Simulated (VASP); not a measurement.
**Mg: band structure with PBE**

Crystal: Mg.

```
Mg
1.0
     3.20930    0.00000    0.00000
    -1.60465    2.77934    0.00000
     0.00000    0.00000    5.21030
Mg
2
Direct
  0.66667 0.33333 0.75000
  0.33333 0.66667 0.25000
```

- Program: VASP 6.6.1
- Task: band structure
- Functional: PBE
- Potentials or basis: VASP PAW PBE potentials, release 54 (Mg)
- Cutoff: 600 eV
- k mesh: 10 × 10 × 5
- Occupations: fermi-dirac, width 0.05 eV
- Spin: no spin polarisation
- Further INCAR settings: ALGO = Normal; EDIFF = 1e-06

| Item | Value |
| --- | --- |
| Band gap along the path | none (metal or under the smearing width) |

Levels at the corners of the path, in eV from the Fermi level:
```
point  band 1  band 2  band 3  band 4  band 5  band 6
    Γ   -6.91   -1.69   -1.27   10.84   10.86   10.93
    M   -2.15   -2.15    2.62    2.99    3.22    3.63
    M   -2.15   -2.15    2.62    2.99    3.22    3.63
    K   -0.63   -0.62   -0.62    4.08    4.08    4.26
    K   -0.63   -0.62   -0.62    4.08    4.08    4.26
    Γ   -6.91   -1.69   -1.27   10.84   10.84   10.93
    Γ   -6.91   -1.69   -1.27   10.84   10.85   10.93
    A   -5.53   -5.53    4.97    4.97   11.59   11.59
    A   -5.53   -5.53    4.97    4.97   11.59   11.59
    L   -1.11   -1.11   -0.47   -0.47    7.96    7.97
    L   -1.11   -1.11   -0.47   -0.47    7.96    7.96
    H    0.18    0.18    0.65    0.65    1.49    1.49
    H    0.18    0.18    0.65    0.65    1.49    1.49
    A   -5.53   -5.53    4.97    4.97   11.59   11.59
    L   -1.11   -1.11   -0.47   -0.47    7.96    7.96
    M   -2.15   -2.15    2.62    2.99    3.22    3.63
    K   -0.63   -0.62   -0.62    4.08    4.08    4.26
    H    0.18    0.18    0.65    0.65    1.49    1.49
```

It took 22 s on 1 thread of Intel(R) Xeon(R) Platinum 8488C (Sapphire Rapids) (shared host), peak memory 0.21 GiB.

Caveat: the log is that of the step along the path at fixed density, whose energy, stress, charges and moments have no meaning.
